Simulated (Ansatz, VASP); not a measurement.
Given: the input of a run of Ansatz 0.2.0 on BN. The cell is a database's computed one, not the measured one.

input.yaml

```yaml
crystal:
  lattice:
    - [0.0, 1.813001, 1.813001]
    - [1.813001, 0.0, 1.813001]
    - [1.813001, 1.813001, 0.0]
  atoms:
    - { symbol: "N", position: [0.25, 0.25, 0.25] }
    - { symbol: B, position: [0.0, 0.0, 0.0] }
hamiltonian:
  xc: revpbe
  pseudopotentials: { kind: paw }
kpoints:
  mp_grid: { grid: [13, 13, 13] }
scf:
  occupations: { method: fermi_dirac, width: 0.05 }
output:
  forces: true
  stress: true
  eigenvalues: true
  write_density: true
  write_potential: true
  elf: true
  volumetric_format: npy
relax:
  f_tol: 0.01
  max_steps: 40
  cell: { stress_tol: 0.05 }
```

Potentials or basis: Ansatz PAW.

Launch:

```sh
$ ansatz run input.yaml --threads 1 --pin off --max-ram 3584MiB --backend cpu --events-out ev --progress --plain --runs-dir out
```

Question: Translate it to VASP 6.6.1. Potentials or basis there: PBE PAW files B, N, 600 eV.

Answer: As run (cutoffs and basis follow the program's own potentials, and thresholds, step limits or extra output files can differ):

Contents of INCAR:

```
SYSTEM = BN
  PREC = Accurate
  ENCUT = 600
  EDIFF = 1E-6
  ISMEAR = -1
  SIGMA = 0.05
  LREAL = .False.
  LASPH = .True.
  NELM = 80
  ALGO = Normal
  ISIF = 3
  LWAVE = .False.
  LCHARG = .False.
  GGA = RE
  IBRION = 2
  NSW = 60
  EDIFFG = -0.01
```

The input KPOINTS:

```
regular mesh
0
Gamma
  13 13 13
  0 0 0
```

POSCAR

```
BN
1.0
    0.0000000000      1.8130010000      1.8130010000
    1.8130010000      0.0000000000      1.8130010000
    1.8130010000      1.8130010000      0.0000000000
N B
1 1
Direct
    0.2500000000      0.2500000000      0.2500000000
    0.0000000000      0.0000000000      0.0000000000
```

Potentials or basis: VASP PAW PBE potentials, release 64 (N, B).

Launch:

```console
$ cat potpaw_PBE.64/N/POTCAR potpaw_PBE.64/B/POTCAR > POTCAR
$ mpirun -np 1 vasp_std > vasp.out
```

Both were run:

|  | Ansatz | VASP |
| --- | --- | --- |
| Relaxed volume | 6.02 Å³/atom | 6.02 Å³/atom |
| Relaxed cell | a = 2.573 Å, b = 2.573 Å, c = 2.573 Å, α = 60.00°, β = 60.00°, γ = 60.00° | a = 2.573 Å, b = 2.573 Å, c = 2.573 Å, α = 60.00°, β = 60.00°, γ = 60.00° |
| Space group after relaxing | F-43m (No. 216) | F-43m (No. 216) |
| Pressure after relaxing | 0.0 GPa | 0.0 GPa |

Ansatz's pressure holds a Pulay term of +0.97 GPa for its cutoff of 420 eV, which the other run lacks.

Ansatz's potentials were made for PBE. VASP's potentials were made for PBE.

Where Ansatz's input types no cutoff or centring, it takes its own default and a Γ-centred mesh.

Pressure is positive in compression.
